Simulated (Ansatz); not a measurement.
# W2CCl2 MXene monolayer in a perpendicular field, part 2 of 2

What dipole does a perpendicular field induce in the W2CCl2 MXene monolayer? A positive field points along +c.

Ansatz 0.2.0; plane-wave DFT, PBE-D3(BJ), Ansatz PAW.

So far. Step 2 (Relaxing the slab): The lattice constant a goes from 3.125 to 3.354 Å.

## Step 3: Atoms held, field 0

A sawtooth potential applies the field, turning back in the middle of the vacuum. With the dipole correction the typed value is the field outside the slab. The induced dipole is small, so the SCF threshold is tight.

The cell differs from the one that the last finished run ended in (c 42.763 → 23.451 Å).

The input, input.yaml:

```yaml
crystal:
  lattice:
    - [3.3543943833, 0.0, 0.0]
    - [-1.6771971916, 2.9049907502, 0.0]
    - [0.0, 0.0, 23.4513985882]
  atoms:
    - { symbol: Cl, position: [0.3333333333, 0.6666666667, 0.3837724205] }
    - { symbol: W, position: [0.6666666667, 0.3333333333, 0.4607722983] }
    - { symbol: C, position: [0.0, 0.0, 0.5] }
    - { symbol: W, position: [0.3333333333, 0.6666666667, 0.5392277017] }
    - { symbol: Cl, position: [0.6666666667, 0.3333333333, 0.6162275795] }
kpoints:
  mp_grid: { grid: [18, 18, 1] }
  band_path:
    path: [[0, 0, 0], [0.5, 0, 0], [0.33333333, 0.33333333, 0], [0, 0, 0]]
    npoints: 16
hamiltonian:
  xc: pbe
  dispersion: d3bj
scf:
  occupations: { method: fermi_dirac, width: 0.02585 }
  convergence: { dr2_threshold: 1.0e-10 }
efield:
  axis: 3
  dipole_correction: true
  ramp_position: 0.97
  ramp_width: 0.06
  amplitude: 0
output:
  dos: { projected: true, e_range: [-6, 5] }
  write_potential: true
  write_density: true
  volumetric_format: npy
  elf: true
```

Run with:

```console
$ ansatz run input.yaml --threads 2 --pin off --max-ram 3072MiB --backend cpu --events-out ev --progress --plain --runs-dir out
```

Numbers of over 12 decimals in the logs are rounded to 6 here.

The log of the run:

```text
[...]
Crystal: 5 atoms, lattice volume = 228.522 Å³
Basis set: ecut = 420 eV, 4507 PW (Γ)
Bands: 28, of which v1, the nominal top of the filled ones, is band 23 counted from 1 (22 counted from 0)
Symmetry: 6 space group operations
k-points: 37 of 324 (time reversal used)
[...]
SCF iter   1: F=—  HF=-23182.023674 eV  |F-HF|=—  |Δ(HF+E_count)|=         —  Δρ=8.84e-3  dr2=3.24e-1  ethr=1.77e-3  p=0.000 e·Å  D=2.65e-14 V/Å  ΔV_dip=-0.00 eV  dr2_dipole=5.59e-7  V_vac-E_F(+/−)=5.08/5.08 eV  ⟨swp⟩=9.9  Hψ=6096  notcnv=0
efield: sawtooth ramp at fractional position 0.9700 (set: `efield.ramp_position`, or a place that a band, a saddle search or an elastic batch's reference lends), width 0.0600; the density the first Hamiltonian is built on has a dipole p = 0.000 e·Å; the dipole correction subtracts the counter field D = 2.65e-14 V/Å, which shifts the + side's vacuum level by -0.00 eV against the − side's; the planar-averaged density in the ramp window peaks in size at 4.1e-6 e/Å³
[...]
SCF iter   2: F=—  HF=-23182.019266 eV  |F-HF|=—  |Δ(HF+E_count)|=   4.41e-3  Δρ=4.92e-3  dr2=2.87e-1  ethr=7.04e-4  p=-0.000 e·Å  D=-5.07e-5 V/Å  ΔV_dip=0.00 eV  dr2_dipole=6.86e-6  V_vac-E_F(+/−)=3.38/3.38 eV  ⟨swp⟩=3.5  Hψ=2091  notcnv=0  defer=6
[...]
SCF iter  10: F=-23181.968841 eV  HF=-23181.968841 eV  |F-HF|=3.27e-11  |Δ(HF+E_count)|=  1.86e-10  Δρ=9.04e-8  dr2=3.09e-11  ethr=1.00e-12  p=-0.000 e·Å  D=-3.39e-8 V/Å  ΔV_dip=0.00 eV  dr2_dipole=2.85e-12  V_vac-E_F(+/−)=3.96/3.96 eV  ⟨swp⟩=4.0  Hψ=3440  notcnv=0
SCF 1 converged in 10 iterations: F = -23181.968841 eV  dr2 = 3.09e-11
[...]
NSCF: frozen V_eff on 49 k-points
efield: sawtooth ramp at fractional position 0.9700 (kept from the solve that this one continues, or follows in the run), width 0.0600; the density the first Hamiltonian is built on has a dipole p = -0.000 e·Å; the dipole correction subtracts the counter field D = -3.39e-8 V/Å, which shifts the + side's vacuum level by +0.00 eV against the − side's; the planar-averaged density in the ramp window peaks in size at 1.9e-6 e/Å³
WARN: The output density's exchange-correlation potential varies sharply where the density is thin. Do not read a vacuum level from v_tot or v_xc, or from such a field of the output density. On a cell that repeats whose density bears no net charge and no dipole along the vacuum's axis use v_es (v_loc + v_h of the components); under efield.dipole_correction with no amplitude use v_es + v_field, which holds any externa [...]
SCF converged after 10 iterations
Free energy (F): -23181.968841 eV
[...]
Internal energy: -23181.964214 eV  (E = F + TS)
E sigma→0 (E₀):  -23181.966528 eV
Entropy (-TS):   -0.004628 eV (-0.926 meV/atom)
Fermi energy:    2.298644 eV
Dipole field:    D = 0.000002 V/Å  (p = 0.000003 e·Å, saw-weighted, corrected)
Work function:   Φ+ = 3.9616 eV   Φ− = 3.9617 eV
Levels:          The Fermi level and band energies are counted from a zero that moves with the ramp; work functions are not
[...]
--- Band table (eV; the first three rows and the last of 37) ---
  k-point 0: bands = [... 19 lower, -1.3875, -1.0909, -1.0909, 2.1616, 2.7178, 2.9732, 2.9732, 3.8357, ... 1 higher]
  k-point 1: bands = [... 19 lower, -1.5492, -1.0143, -0.9245, 2.1402, 2.6396, 2.9767, 3.1604, 3.8194, ... 1 higher]
  k-point 2: bands = [... 19 lower, -1.7741, -1.0269, -0.6612, 2.0361, 2.4726, 2.9877, 3.6069, 3.8980, ... 1 higher]
  k-point 36: bands = [... 19 lower, -2.2130, 0.1969, 0.3334, 0.3334, 3.5086, 3.5086, 3.8680, 5.3531, ... 1 higher]
```

Elapsed: 22 s, on 2 threads of Arm Neoverse V2, shared host; peak memory 0.57 GiB.

The column dr2 measures how far the density is from self-consistency, as an energy; F and HF (Harris–Foulkes) agree once it is small.

Numbers from this step:

```yaml
energy_at_zero_smearing: -23181.9665 eV
work_function_upper_face: 3.962 eV
dipole_along_the_normal: 2.64e-6 e·Å
```

Running mean over a fixed 2.8 Å (it still follows the layers) of the planar mean; the ramp of the sawtooth is left out. Table of electron's electrostatic potential energy less the Fermi level by z:

```csv
z (Å),electron's electrostatic potential energy less the Fermi level (eV)
3,3.96
4,3.96
5,3.96
6,3.94
7,3.32
8,-0.666
9,-4.54
10,-10.5
11,-13.2
12,-15.1
13,-11.6
14,-7.57
15,-2.16
16,1.78
17,3.86
18,3.96
19,3.96
20,3.96
```

The density of states has structure finer than the step of the table below, so its rows give means over 0.2 eV, whole bins alone (the curve runs from -6 to 1.22 eV). Peaks (eV: height): -5.89: 8.22, -5.67: 6.39, -5.12: 10.2, -4.87: 13.2, -4.51: 13.9, 0.70: 10.1, 0.84: 7.37.

Table of density of states by energy, zero at the Fermi level; means over each step:

```csv
energy (eV),density of states (states/eV a cell)
-5.8,3.13
-5.6,5.36
-5.4,5.09
-5.2,6.96
-5.0,5.30
-4.8,6.60
-4.6,6.43
-4.4,3.51
-4.2,1.25
-4.0,1.39
-3.8,1.42
-3.6,1.53
-3.4,2.62
-3.2,1.96
-3.0,0.959
-2.8,0.983
-2.6,1.10
-2.4,1.53
-2.2,1.45
-2.0,1.42
-1.8,1.07
-1.6,0.963
-1.4,0.899
-1.2,0.828
-1.0,0.802
-0.8,0.678
-0.6,1.90
-0.4,3.11
-0.2,3.01
0.0,1.64
0.2,1.88
0.4,1.73
0.6,4.57
0.8,5.88
1.0,3.37
```

Projected DOS per atom over height of the atomic layer and energy from the Fermi level. Layers: Cl W C W Cl from below.

Values in states/eV, 22 rows by 5 columns, each cell a mean:
```
0.13 1.47 0.04 1.47 0.13
0.31 2.51 0.06 2.51 0.31
0.12 0.74 0.09 0.74 0.12
0.13 0.74 0.13 0.74 0.13
0.14 1.32 0.16 1.32 0.14
0.11 0.72 0.10 0.72 0.11
0.03 0.29 0.04 0.29 0.03
0.05 0.36 0.04 0.36 0.05
0.07 0.39 0.03 0.39 0.07
0.11 0.51 0.03 0.51 0.11
0.15 0.60 0.02 0.60 0.15
0.09 0.44 0.02 0.44 0.09
0.10 0.36 0.04 0.36 0.10
0.28 0.73 0.12 0.73 0.28
0.23 0.56 0.11 0.56 0.23
0.24 0.42 0.08 0.42 0.24
0.29 0.30 0.06 0.30 0.29
1.24 0.69 1.50 0.69 1.24
1.70 0.80 0.91 0.80 1.70
2.27 0.63 0.83 0.63 2.27
1.63 0.51 0.76 0.51 1.63
1.25 0.46 0.61 0.46 1.25
```
Columns: height of the atomic layer (Å) from 9 to 14.5 (not evenly spaced); rows upwards: energy from the Fermi level (eV) from -5.96 to 1.15.

Electronic bands along the path, in eV, zero at the Fermi level:

```csv
point,band 20,band 21,band 22,band 23,band 24,band 25,band 26,band 27
Γ,-3.69,-3.39,-3.39,-0.14,0.42,0.67,0.67,1.54
halfway,-4.39,-3.81,-2.18,-0.74,0.21,0.77,1.70,2.17
M,-4.47,-4.34,-0.85,0.00,0.34,0.73,1.94,2.10
halfway,-4.44,-3.34,-1.43,-0.81,0.92,1.03,1.88,2.35
K,-4.51,-2.10,-1.97,-1.97,1.21,1.21,1.57,3.05
halfway,-4.84,-3.31,-2.55,-0.13,0.12,0.65,1.86,2.12
Γ,-3.69,-3.39,-3.39,-0.14,0.42,0.67,0.67,1.54
```

Electrostatic potential energy in the ca plane at fractional y = 0.333, with atoms of W and Cl within 0.2 Å of it. With pseudopotentials it is smooth inside the atoms' cores, unlike the true potential.

Values in eV, 5 rows by 16 columns, each cell a mean:
```
  6   6   6   6   6   5  -2 -32 -17   0  -4 -23   2   6   6   6
  6   6   6   6   6   5  -6 -49 -32   2 -13 -49  -5   6   6   6
  6   6   6   6   6   5  -2 -33 -18  -1  -4 -24   1   6   6   6
  6   6   6   6   6   1   0  -2  -2 -10  -2   3   5   6   6   6
  6   6   6   6   6   1   0  -1  -2 -10  -2   3   6   6   6   6
```
Columns run along c (16.0 Å, from fractional 0.14 to 0.82 of the cell; values clipped at the 3rd and 97th percentile), rows up along a (3.4 Å). Atoms in or near the plane, at fractional coordinates: W at (0.46, 0.67), Cl at (0.62, 0.67).

Valence density in the ca plane at fractional y = 0.333, with atoms of W and Cl within 0.2 Å of it. It is the smooth field of the valence electrons, not physical close to the nuclei.

Values in e/Å³, 5 rows by 16 columns, each cell a mean:
```
0.0 0.0 0.0 0.0 0.0 0.1 0.3 2.2 1.2 0.3 0.5 1.2 0.3 0.0 0.0 0.0
0.0 0.0 0.0 0.0 0.0 0.0 0.4 4.4 2.6 0.2 0.8 1.2 0.6 0.0 0.0 0.0
0.0 0.0 0.0 0.0 0.0 0.1 0.3 2.3 1.2 0.3 0.5 1.2 0.3 0.0 0.0 0.0
0.0 0.0 0.0 0.0 0.0 0.3 0.3 0.3 0.5 0.6 0.2 0.2 0.0 0.0 0.0 0.0
0.0 0.0 0.0 0.0 0.0 0.3 0.3 0.3 0.5 0.6 0.2 0.2 0.0 0.0 0.0 0.0
```
Columns run along c (16.0 Å, from fractional 0.14 to 0.82 of the cell), rows up along a (3.4 Å). Atoms in or near the plane, at fractional coordinates: W at (0.46, 0.67), Cl at (0.62, 0.67).

ELF in the ca plane at fractional y = 0.333, with atoms of W and Cl within 0.2 Å of it. It is the smooth field of the valence electrons, not physical close to the nuclei.

Ten even steps from '0' (0.00) to '9' (0.89), each cell a mean:
```
00000000000001344312453343213799987410000000
00000000000000011125766433215888998620000000
00000000000000000137516633226864899631000000
00000000000000001136647533226876899631000000
00000000000001223213665333214899998520000000
00000000000013566531233443212578874200000000
00000000000135788752124543321123210000000000
00000000000136888852135543331111000000000000
00000000000024788741123543211356542100000000
```
Columns run along c (16.0 Å, from fractional 0.14 to 0.82 of the cell), rows up along a (3.4 Å). Atoms in or near the plane, at fractional coordinates: W at (0.46, 0.67), Cl at (0.62, 0.67).

The work function of the upper face is 3.96 eV.

## Step 4: Single point, field 0.1 V/Å

input.yaml: that of step 3 with these lines changed.

```diff
@@ -27,5 +27,4 @@
   ramp_width: 0.06
-  amplitude: 0
+  amplitude: 0.1
 output:
-  dos: { projected: true, e_range: [-6, 5] }
   write_potential: true
@@ -33,2 +32 @@
   volumetric_format: npy
-  elf: true
```

The log of the run:

```text
[...]
Crystal: 5 atoms, lattice volume = 228.522 Å³
Basis set: ecut = 420 eV, 4507 PW (Γ)
Bands: 28, of which v1, the nominal top of the filled ones, is band 23 counted from 1 (22 counted from 0)
Symmetry: 6 space group operations
k-points: 37 of 324 (time reversal used)
[...]
k-point 0: bands = [... 19 lower, -1.3876, -1.0913, -1.0913, 2.1612, 2.7174, 2.9728, 2.9728, 3.8353, ... 1 higher]
  k-point 1: bands = [... 19 lower, -1.5492, -1.0146, -0.9249, 2.1398, 2.6392, 2.9764, 3.1598, 3.8189, ... 1 higher]
  k-point 2: bands = [... 19 lower, -1.7741, -1.0273, -0.6616, 2.0357, 2.4722, 2.9873, 3.6063, 3.8975, ... 1 higher]
  k-point 36: bands = [... 19 lower, -2.2134, 0.1965, 0.3292, 0.3368, 3.5073, 3.5091, 3.8675, 5.3490, ... 1 higher]
[key lines of the parts left out:]
SCF converged after 11 iterations
Free energy (F): -23181.970720 eV
Fermi energy:    2.298226 eV
Dipole field:    D = 0.029758 V/Å  (p = 0.037581 e·Å, saw-weighted, corrected)
```

The job ended after 23 s (2 threads; peak memory 0.56 GiB; 46 s of CPU time).

The dipole is 0.0376 e·Å.

## Step 5: Single point, field -0.1 V/Å

input.yaml: that of step 4 with these lines changed.

```diff
@@ -27,3 +27,3 @@
   ramp_width: 0.06
-  amplitude: 0.1
+  amplitude: -0.1
 output:
```

The log of the run:

```text
[...]
Crystal: 5 atoms, lattice volume = 228.522 Å³
Basis set: ecut = 420 eV, 4507 PW (Γ)
Bands: 28, of which v1, the nominal top of the filled ones, is band 23 counted from 1 (22 counted from 0)
Symmetry: 6 space group operations
k-points: 37 of 324 (time reversal used)
[...]
k-point 0: bands = [... 19 lower, -1.3876, -1.0913, -1.0913, 2.1612, 2.7174, 2.9728, 2.9728, 3.8353, ... 1 higher]
  k-point 1: bands = [... 19 lower, -1.5492, -1.0146, -0.9249, 2.1398, 2.6392, 2.9764, 3.1598, 3.8189, ... 1 higher]
  k-point 2: bands = [... 19 lower, -1.7741, -1.0273, -0.6616, 2.0357, 2.4722, 2.9873, 3.6063, 3.8975, ... 1 higher]
  k-point 36: bands = [... 19 lower, -2.2134, 0.1965, 0.3292, 0.3368, 3.5073, 3.5091, 3.8675, 5.3490, ... 1 higher]
[key lines of the parts left out:]
SCF converged after 11 iterations
Free energy (F): -23181.970720 eV
Fermi energy:    2.298226 eV
Dipole field:    D = -0.029759 V/Å  (p = -0.037582 e·Å, saw-weighted, corrected)
```

It took 23 s on 2 threads; peak memory 0.56 GiB.

The dipole is -0.0376 e·Å.

## Step 6: Response, atoms held

This step: plane-wave DFT, PBE-D3(BJ), Ansatz PAW; response to a field along the normal, atoms held (Ansatz 0.2.0).

The dipoles give the slope, and the difference of two potentials shows where the field is screened.

Numbers from this step:

```yaml
equivalent_conductor_thickness_p_eps_0ae: 6.979 Å
distance_between_the_outer_atoms: 5.451 Å
```

Dipole of the cell against applied field:

```csv
applied field (V/Å),dipole of the cell (e·Å)
-0.1000,-0.0376
0.0000,2.6e-6
0.1000,0.0376
```

Local field over the applied field, running mean. From the potentials at -0.1 and 0.1 V/Å; running mean over 2.5 Å. The local field over applied field by z:

```csv
z (Å),local field over applied field
4.5,0.999
5.0,0.998
5.5,0.994
6.0,0.981
6.5,0.945
7.0,0.860
7.5,0.717
8.0,0.544
8.5,0.371
9.0,0.229
9.5,0.132
10.0,0.0824
10.5,0.0566
11.0,0.0401
11.5,0.0261
12.0,0.0271
12.5,0.0415
13.0,0.0587
13.5,0.0857
14.0,0.139
14.5,0.241
15.0,0.387
15.5,0.562
16.0,0.733
16.5,0.871
17.0,0.950
17.5,0.982
18.0,0.994
18.5,0.998
19.0,0.999
```

Electrons, planar mean, per unit field. Table of induced electron density by z:

```csv
z (Å),induced electron density (e/Å³ per V/Å)
4.5,2.7e-6
5.0,8.5e-6
5.5,2.7e-5
6.0,8.3e-5
6.5,2.5e-4
7.0,7.3e-4
7.5,0.00188
8.0,0.00352
8.5,0.00268
9.0,0.00109
9.5,-1.5e-4
10.0,-4.2e-4
10.5,6.7e-4
11.0,4.8e-4
11.5,5.8e-4
12.0,-6.5e-4
12.5,-5.5e-4
13.0,-6.1e-4
13.5,5.4e-4
14.0,1.4e-5
14.5,-0.00122
15.0,-0.00290
15.5,-0.00341
16.0,-0.00173
16.5,-6.6e-4
17.0,-2.3e-4
17.5,-7.5e-5
18.0,-2.4e-5
18.5,-7.6e-6
19.0,-2.4e-6
```

By hand: between -0.1 and 0.1 V/Å the dipole changes by 0.07516 e·Å, a slope of 0.3758 e·Å²/V. A perfect conductor of thickness t has p = ε₀AEt, so t = 180.95 × 0.3758 / 9.744 = 6.98 Å (e/ε₀ = 180.95 V·Å, A in Å²).

The induced dipole is that of a conductor 6.98 Å thick.

## Step 7: Summary of results

```json
{"gap without field": "none", "work function, upper face": "3.96 eV", "equivalent conductor thickness, atoms held": "6.98 Å"}
```

What this shows: The induced dipole equals that of a perfect conductor 6.98 Å thick, while the outer atoms lie 5.45 Å apart. There is no gap over 0.03 eV, with or without the field. The main runs have no spin polarisation; a magnetic state could lie lower and would change these results. Spin-orbit coupling is left out, which matters for the bands of elements this heavy. The MXene's terminations sit over the metal atoms of its far layer; the site over carbon or nitrogen, which some compounds prefer, was not run.

[Logs are printed without paths, hosts, clocks, repeated set-up lines and the standing remarks that a program may print on its own settings, such as how far it seeks lower states.]

[Hosts, paths, dates, database ids (printed as entryN), source tags and the programs' standing remarks are cut or masked in the printed files.]

[Maps of the electrostatic potential energy from Ansatz leave out the sawtooth potential of an applied field or a dipole correction, so their vacuum need not be flat; planar profiles and work functions include it.]

[The density of states shown here was stored with 400 of the rows of the run's finer table, so its peaks can read low, often by over a quarter, or be missed, and its means over a window can be off by a tenth or more.]
